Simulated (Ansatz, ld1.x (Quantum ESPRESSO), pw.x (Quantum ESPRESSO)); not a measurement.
aluminium (Al): does the ultrasoft potential hold in the solid?

```
Element                 : aluminium (Al)
Generator               : ld1.x (Quantum ESPRESSO) 7.5
Type                    : ultrasoft
Functional              : PBE
Relativity              : scalar-relativistic
Frozen core             : [Ne]
Valence charge          : 3
Reference configuration : 3s1.75 3p1.25
Partial waves           : 3s (bound): rcut 1.80, rcutus 2.10 bohr; 3s channel at 2.05 Ry: rcut 1.80, rcutus 2.10 bohr; 3p (bound): rcut 1.85, rcutus 2.35 bohr; 3p channel at 0.5 Ry: rcut 1.85, rcutus 2.35 bohr
Local potential         : all-electron potential smoothed inside 1.80 bohr (lloc = -1)
Core correction         : Bessel-smoothed model core, default radius (core density twice the valence density)
Augmentation charge     : PSQ, radius 1.65 bohr
```

Crystal test: bcc Al in pw.x 7.5, no spin, 14³ k-points, Fermi–Dirac smearing 0.01 Ry, cutoffs 40/320 Ry. The reference is all-electron LAPW (Ansatz 0.2.0) with the same functional, mesh and smearing; V0 and B0 come from Birch–Murnaghan fits to the pressures at five volumes. Errors are pseudo minus all-electron; Δ is the rms difference of the E(V) curves that follow from these fits, minima aligned, over ±6 % about the mean V0. Mesh and smearing are coarse, so the numbers serve the comparison and aren't converged zero-temperature values; the lattice is a test structure that the element need not adopt.

All-electron: a0 = 3.237 Å (V0 = 16.96 Å³/atom), B0 = 68.4 GPa.

Problem. How far does the potential miss the all-electron equation of state?

Solution. mean pressure error (GPa): +3.31; a0 (Å): 3.287; a0 error (%): +1.53; B0 error (%): -5.1; Δ (meV/atom): 11.5. This is a poor potential for the solid.

```json
{"V (Å³/atom)": "16.098", "P all-electron (GPa)": "4.02", "P pseudo (GPa)": "7.88"}
{"V (Å³/atom)": "16.521", "P all-electron (GPa)": "1.91", "P pseudo (GPa)": "5.47"}
{"V (Å³/atom)": "16.945", "P all-electron (GPa)": "0.07", "P pseudo (GPa)": "3.36"}
{"V (Å³/atom)": "17.369", "P all-electron (GPa)": "-1.53", "P pseudo (GPa)": "1.50"}
{"V (Å³/atom)": "17.792", "P all-electron (GPa)": "-2.94", "P pseudo (GPa)": "-0.14"}
```

Problem. At the middle volume, how do free energy and pressure move when the wave cutoff is lowered (ecutrho held at 320 Ry)?

Solution.

```json
{"cutoff (Ry)": "18", "shift of F (meV/atom)": "+1.0", "shift of P (GPa)": "-0.02"}
{"cutoff (Ry)": "24", "shift of F (meV/atom)": "+0.6", "shift of P (GPa)": "-0.00"}
{"cutoff (Ry)": "32", "shift of F (meV/atom)": "+0.1", "shift of P (GPa)": "-0.01"}
```

The run at the middle volume (104 k-points, 5 iterations) took about 4.6 s on one core of a shared host (Neoverse-V1, 32 threads, 247 GiB, load 21).
